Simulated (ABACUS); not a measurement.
Input of an ABACUS 3.10.1 run:

INPUT

```
INPUT_PARAMETERS
suffix              MgO
calculation         cell-relax
basis_type          pw
pseudo_dir          ./
symmetry            1
dft_functional      MGGA_X_TM+MGGA_C_TM
ecutwfc             97
pseudo_rcut         10
nspin               1
nbands              12
ks_solver           dav
smearing_method     fd
smearing_sigma      0.00367493
scf_thr             1e-08
scf_nmax            100
mixing_type         broyden
mixing_beta         0.7
cal_force           1
cal_stress          1
mixing_tau          1
relax_nmax          60
force_thr_ev        0.01
relax_method        cg
out_stru            1
stress_thr          0.5
kpar                4
```

The input STRU:

```
ATOMIC_SPECIES
Mg 24.3050 Mg_ONCV_PBE-1.2.upf
O 15.9990 O_ONCV_PBE-1.2.upf

LATTICE_CONSTANT
1.8897261246

LATTICE_VECTORS
0.0000000000 2.0970013927 2.0970013927
2.0970013927 0.0000000000 2.0970013927
2.0970013927 2.0970013927 0.0000000000

ATOMIC_POSITIONS
Cartesian

Mg
0.0
1
0.0000000000 0.0000000000 0.0000000000 1 1 1

O
0.0
1
2.0970013927 2.0970013927 2.0970013927 1 1 1
```

File KPT:

```
K_POINTS
0
Gamma
7 7 7 0 0 0
```

Potentials or basis: SG15 ONCV 1.2 PBE, plane waves.

Run with:

```sh
$ OMP_NUM_THREADS=1 mpirun -np 4 abacus > log
```

(1) Estimate the relaxed cell.

(2) Predict the space group after relaxing (to 0.05 Å).

Answers

(1) a = 2.972 Å, b = 2.972 Å, c = 2.972 Å, α = 60.00°, β = 60.00°, γ = 60.00°.

(2) Fm-3m (No. 225).
